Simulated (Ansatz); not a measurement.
**Compressing Ga: a fit and a missing row**

Ga, I-43d, a = 5.987 Å. This isn't the element's structure at ambient conditions. Ansatz: r2SCAN, PAW, 500 eV, Γ-centred 8×8×8 mesh on 6 atoms, Gaussian smearing 0.10 eV; no spin polarisation. Symmetry fixes shape and atoms, so the cell is only scaled; pressure is positive in compression.

| V (Å³/atom) | P (GPa) |
| --- | --- |
| 16.814 | ? |
| 17.350 | 1.95 |
| 17.887 | 0.00 |
| 18.423 | -1.62 |
| 18.960 | -2.97 |

**Question.** Take V0 = 17.887 Å³/atom, fit the third-order Birch–Murnaghan form to the other rows, and predict the missing pressure.

**Answer.** With the Eulerian strain f = ½[(V0/V)^(2/3) − 1] and y = P/[3f(1 + 2f)^(5/2)], the form is the line y = B0 + 1.5 B0 (B0′ − 4) f. Rows (f, y): 0.01026, 60.2; -0.00975, 58.2; -0.01905, 57.3. Means f = -0.006180, y = 58.567; Σ(Δf)² = 0.0004487, ΣΔfΔy = 0.04446; the slope is their ratio. y = 59.18 + 99.10 f GPa, so B0 = 59.2 GPa and B0′ = 4 + 2 × (99.10)/(3 × 59.18) = 5.12. At V = 16.814, f = 0.02105, y = 61.27 and P = 4.29 GPa. The run gave 4.30 GPa, so the fit is 0.01 GPa too low, a small miss on the scale of the series. The form still works here, 33 % of the fitted range beyond its end.

Cost: 5 runs of about 4.1 core-minutes in all, on Arm Neoverse V1 (shared hosts).